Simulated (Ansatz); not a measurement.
## Fluorite SrF₂

All values below come from PBEsol (PAW; Ansatz, a program for electronic structure).

Settings: plane-wave cutoff 500 eV, 10×10×10 k mesh, gaussian smearing 0.02 eV, scalar-relativistic PAW data made under PBE.

Cell (relaxed at this level):

SrF2 is modelled in the cubic space group Fm-3m (No. 225), the fluorite structure, Pearson symbol cF12. Conventional cell: a = b = c = 5.758 Å, α = β = γ = 90.00°. Sr on 4a has 8 F at 2.493 Å (cubic). F on 8c sees 4 Sr at 2.493 Å (tetrahedral). (Neighbours: up to the widest gap in distance over summed covalent radii, below 1.35, at either atom; cation-cation and far metal-metal contacts left out.)
(The calculation used a cell of 3 atoms; values per cell refer to that cell.)

```json
{
 "band_gap": "6.90 eV (on the SCF k mesh)"
}
```

Measured, for comparison: band gap 11.1 eV (temperature not stated, no zero-point or thermal correction; as tabulated in Aguado et al. (1999), arXiv:cond-mat/9901145).

Spin–orbit coupling is not included.
